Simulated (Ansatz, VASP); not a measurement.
One calculation of LiH, two programs

The input INCAR:

```
SYSTEM = LiH
PREC = Accurate
ENCUT = 520
EDIFF = 1E-7
ISMEAR = -1
SIGMA = 0.05
LREAL = .False.
LASPH = .True.
NELM = 60
ALGO = Normal
ISIF = 2
LWAVE = .False.
LCHARG = .False.
GGA = CA
NBANDS = 9
```

Contents of KPOINTS:

```
regular mesh
0
Gamma
  9 9 9
  0 0 0
```

File POSCAR:

```
LiH
1.0
    0.0000000000      2.0635524157      2.0635524157
    2.0635524157      0.0000000000      2.0635524157
    2.0635524157      2.0635524157      0.0000000000
Li H
1 1
Direct
    0.0000000000      0.0000000000      0.0000000000
    0.5000000000      0.5000000000      0.5000000000
```

input.yaml

```yaml
crystal:
  lattice:
    - [0.0, 2.0635524157, 2.0635524157]
    - [2.0635524157, 0.0, 2.0635524157]
    - [2.0635524157, 2.0635524157, 0.0]
  atoms:
    - { symbol: Li, position: [0.0, 0.0, 0.0] }
    - { symbol: H, position: [0.5, 0.5, 0.5] }
hamiltonian:
  xc: lda
  pseudopotentials: { kind: paw }
kpoints:
  mp_grid: { grid: [9, 9, 9] }
scf:
  occupations: { method: fermi_dirac, width: 0.05 }
output:
  forces: true
  stress: true
  eigenvalues: true
  write_density: true
  write_potential: true
  elf: true
  volumetric_format: npy
```

Alike in both runs: task single point; functional LDA; k mesh 9 × 9 × 9; occupations fermi-dirac, width 0.05 eV; no spin polarisation.

|  | VASP | Ansatz |
| --- | --- | --- |
| version | VASP 6.6.1 | Ansatz 0.2.0 |
| potentials or method | VASP PAW LDA potentials, release 64 (Li_sv, H) | Ansatz PAW |
| plane-wave cutoff (eV) | 520 | 420 |
| valence electrons in the cell | 4 | 4 |

```csv
,VASP,Ansatz,Ansatz less VASP
gap on the k mesh at the Fermi level (eV),2.96,2.96,+0.007
least direct gap on the mesh (eV),2.96,2.96,+0.007
```

Caveats: an odd mesh through Γ misses points on the zone boundary, where band edges often lie (VASP); odd divisions of the mesh miss points on the zone boundary, where band edges often lie, so the gap on the mesh can be too wide (Ansatz).
